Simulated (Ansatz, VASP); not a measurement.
Mg in VASP and in Ansatz

```
CELL_PARAMETERS angstrom
3.14376 0.00000 0.00000
-1.57188 2.72257 0.00000
0.00000 0.00000 5.10397
ATOMIC_POSITIONS crystal
Mg 0.33333 0.66667 0.25000
Mg 0.66667 0.33333 0.75000
```

Change from the starting cell: volume scaled by 0.94, crystal datasets.

Alike in both runs: task electric field gradients; functional LDA; k mesh 12 × 12 × 7; occupations fermi-dirac, width 0.05 eV; no spin polarisation.

|  | VASP | Ansatz |
| --- | --- | --- |
| version | VASP 6.6.1 | Ansatz 0.2.0 |
| potentials or method | VASP PAW LDA potentials, release 64 (Mg), cutoff 520 eV | all-electron PAW with datasets made for the crystal, scalar-relativistic |

|  | VASP | Ansatz | Ansatz less VASP |
| --- | --- | --- | --- |
| pressure (GPa) | -0.8 | -0.4 | +0.36 |
| largest component of the traceless stress (GPa) | 0.64 | 0.63 | -0.001 |
| Vzz of the field gradient on the site that differs most (V/Å²) | 1.2 | 1.4 | +0.15 |

Ansatz ran all-electron here, so the differences hold the error of VASP's frozen core and of both bases.
